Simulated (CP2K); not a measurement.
Runs of CP2K 2026.2 on Pb. It takes space group Im-3m (No. 229, cubic). Conventional cell: a = 3.959 Å, b = 3.959 Å, c = 3.959 Å, α = 90.00°, β = 90.00°, γ = 90.00°. Pb (site symmetry m-3m) has 8 Pb at 3.43 Å as nearest neighbours. This isn't the form of Pb at room conditions, which is fcc.

```csv
level,cutoff radius of the dispersion sum (A),gap on the mesh (eV),pressure (GPa)
revPBE+D4,20,none,-1.3
revPBE+D3(BJ)+ATM,20,none,-1.9
revPBE+D3(BJ),20,none,-2.1
revPBE+D3,20,none,(a)
revPBE,-,none,(b)
```

Alike in all rows: task single point; potentials or basis POTENTIAL_UZH Pb GTH-PBE-q4; TZVP-MOLOPT-PBE-GTH basis; no spin polarisation; cell as given; k mesh 9 × 9 × 9; smearing fermi-dirac 0.05 eV.

Problem. Estimate the missing entries.

Solution. (a) -0.5; (b) 1.6.

Caveats: the potentials were made for another functional, which shifts forces and pressure; the basis of atomic orbitals isn't converged, which shifts pressures, moduli and gaps; pairwise dispersion overbinds metals, which lowers pressure and volume (some runs).

A k mesh can miss the band edges, and the runs leave out spin-orbit coupling on Pb.

A gap of «none» marks a metal or a gap under the smearing width.
